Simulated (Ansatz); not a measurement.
Relaxed BaSnO$_{3}$ (cubic perovskite):

```
CELL_PARAMETERS angstrom
      4.13130     0.00000     0.00000
      0.00000     4.13130     0.00000
      0.00000     0.00000     4.13130
ATOMIC_POSITIONS crystal
  Ba 0.00000 0.00000 0.00000
  Sn 0.50000 0.50000 0.50000
  O  0.00000 0.50000 0.50000
  O  0.50000 0.50000 0.00000
  O  0.50000 0.00000 0.50000
```

In each cell atom 2 (Sn, nearest neighbour O at 2.066 Å; its periodic images, 4.1 Å or more away, move with it) moves by s·(0.000, 0.000, 1.000) (along Cartesian z), the rest being held.

The numbers are results of r2SCAN (plane waves to 500 eV, PAW, scalar-relativistic; Ansatz, a program for electronic structure), not measurements. k mesh 7×7×7 (Γ-centred), Fermi-Dirac smearing 0.05 eV. Energies are smeared free energies. Left out: 2 of 11 points, with atoms too close for the PAW data. BaSnO3 was relaxed with its symmetry unable to fall. ΔE is measured from the undisplaced structure.

| s (Å) | ΔE (meV/cell) |
|---|---|
| -0.496 | 4140 |
| -0.372 | 1816 |
| -0.248 | withheld |
| -0.124 | 143 |
| 0.000 | 0 |
| 0.124 | 143 |
| 0.248 | withheld |
| 0.372 | 1816 |
| 0.496 | 4140 |

Question: Fit an even polynomial form (powers 2, 4, 6) to the given rows and predict ΔE at s = -0.248.

Answer: Least squares on the 7 given rows: ΔE = (8853)·s² + (28840)·s⁴ + (14520)·s⁶, in meV/cell with s in Å; root-mean-square residual 0.2 meV/cell. At -0.248 the fit gives 657 meV/cell; the calculation gives 657 meV/cell, the same to the digits shown. The quadratic term alone would give 544 meV/cell.

(A displaced cell: forces are minus the slopes of the energy, force constants its curvatures, and phonons follow from these.)
